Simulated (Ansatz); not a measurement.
**Ge (Fd-3m), generalised stacking fault**

Theory: Ansatz, DFT PBE, scalar-relativistic, plane waves, PAW. Settings: plane waves to 420 eV, k-mesh 17×17×6 (Γ-centred), Gaussian smearing 0.15 eV. No spin polarisation. Energies are free energies at this smearing, counted from the undisturbed cell; pressure is positive in compression.

The undisturbed cell (relaxed at this level):

```xyz
6
Lattice="2.8805 -2.8805 0.0000 2.8805 0.0000 -2.8805 5.7611 5.7611 5.7611" Properties=species:S:1:pos:R:3 pbc="T T T"
Ge    6.9611    1.2000    1.2000
Ge    1.2000    1.2000    1.2000
Ge    6.9611    4.0806    4.0806
Ge    8.4014    2.6403    2.6403
Ge    2.6403    2.6403    2.6403
Ge    2.6403   -0.2402   -0.2402
```

The cut lies on the cell's a–b face, a (1 1 1) plane (indices in the standard cell, whose axes needn't be the Cartesian ones shown) of area 14.37 Å², between layers 2.49 Å apart. Vector c is tilted by f times 1·a + 1·b (length 7.056 Å) with the atoms' Cartesian places fixed: one unrelaxed fault a cell. The cell is metallic on the mesh throughout.

```csv
f,γ (mJ/m²),"shear traction, the slope of γ along the slip (GPa)"
0.0000,0,0.0
0.1667,?,?
0.3333,1479,0.0
0.5000,1175,-1.5
0.6667,1233,0.0
0.8333,593,-8.9
```

Task: Give the withheld values.

Result: γ (mJ/m²) at f = 0.1667: 647; shear traction, the slope of γ along the slip (GPa) at f = 0.1667: 10.4.

Cost: 6 runs of about 32 core-minutes in all, on Intel Xeon Processor @ 2.50GHz (Skylake/Cascade Lake) (shared hosts).